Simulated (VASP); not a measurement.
**A VASP 6.6.1 single-point calculation on LiBr**

INCAR

```
NSW = 0
ENCUT = 450
ISYM = 1
LREAL = .FALSE.
SIGMA = 0.01
LCHARG = .FALSE.
NBANDS = 12
LASPH = .TRUE.
EDIFF = 1E-7
ISIF = 2
PREC = Accurate
METAGGA = TPSS
NELM = 99
ALGO = Normal
ISMEAR = 0
IBRION = -1
LWAVE = .FALSE.
```

KPOINTS

```
KPOINTS created by Atomic Simulation Environment
0
Gamma
8 8 8
0 0 0
```

POSCAR

```
Li Br
 1.0000000000000000
     0.0000000000000000    2.8491476453000000    2.8491476453000000
     2.8491476453000000    0.0000000000000000    2.8491476453000000
     2.8491476453000000    2.8491476453000000    0.0000000000000000
 Li  Br
   1   1
Cartesian
  0.0000000000000000  0.0000000000000000  0.0000000000000000
  2.8491476453000000  2.8491476453000000  2.8491476453000000
```

The recommended PBE PAW datasets give the neutral cell 10 valence electrons.

Command

```
mpirun -np 1 vasp_std
```

Q: Predict the outcome of this run.

A: It didn't converge.

OSZICAR

```
N       E                     dE             d eps       ncg     rms          rms(c)
DAV:   1     0.282500441719E+02    0.28250E+02   -0.34499E+03   696   0.668E+02
DAV:   2    -0.142327256329E+02   -0.42483E+02   -0.40603E+02   920   0.136E+02
DAV:   3    -0.167118055438E+02   -0.24791E+01   -0.24703E+01  1088   0.339E+01
DAV:   4    -0.167418012053E+02   -0.29996E-01   -0.29982E-01   980   0.407E+00
DAV:   5    -0.167421799888E+02   -0.37878E-03   -0.37876E-03  1168   0.397E-01    0.181E+00
DAV:   6    -0.157653546252E+02    0.97683E+00   -0.61411E+00   696   0.190E+01    0.187E+00
DAV:   7    -0.160072970443E+02   -0.24194E+00   -0.25400E-01   848   0.426E+00    0.143E+00
DAV:   8    -0.158973113418E+02    0.10999E+00   -0.17491E-01  1064   0.285E+00    0.102E+00
DAV:   9    -0.159075912775E+02   -0.10280E-01   -0.32374E-01   752   0.294E+00    0.648E-01
DAV:  10    -0.158761511203E+02    0.31440E-01   -0.46788E-01   840   0.393E+00    0.723E-01
...
DAV:  91    -0.158753688847E+02    0.37724E-03   -0.88700E-02   752   0.165E+00    0.284E-01
DAV:  92    -0.159070314687E+02   -0.31663E-01   -0.34861E-01   840   0.306E+00    0.318E-01
DAV:  93    -0.158775968324E+02    0.29435E-01   -0.46238E-01   768   0.346E+00    0.330E-01
DAV:  94    -0.159193234135E+02   -0.41727E-01   -0.47182E-01   968   0.324E+00    0.390E-01
DAV:  95    -0.158683846930E+02    0.50939E-01   -0.48170E-01   760   0.333E+00    0.283E-01
DAV:  96    -0.158928988548E+02   -0.24514E-01   -0.20482E-01  1008   0.213E+00    0.170E-01
DAV:  97    -0.158847454180E+02    0.81534E-02   -0.36284E-01   752   0.297E+00    0.366E-01
DAV:  98    -0.159496313131E+02   -0.64886E-01   -0.79599E-01   948   0.430E+00    0.586E-01
DAV:  99    -0.158388911088E+02    0.11074E+00   -0.49402E-01   744   0.316E+00
   1 F= -.15838891E+02 E0= -.15838891E+02  d E =-.370188E-64
```

Standard output (part)

```
POSCAR found type information on POSCAR LiBr
 POSCAR found :  2 types and       2 ions
 LDA part: xc-table for (None), standard interpolation
 POSCAR, INCAR and KPOINTS ok, starting setup
 WAVECAR not read
 entering main loop
|     The electronic self-consistency was not achieved in the given           |
|     number of steps (NELM). The forces and other quantities evaluated       |
|     might not be reliable so examine the results carefully. If you find     |
|     spurious results, we suggest increasing NELM, if you were close to      |
|     convergence or switching to a different ALGO or adjusting the           |
|     density mixing parameters otherwise.                                    |
```
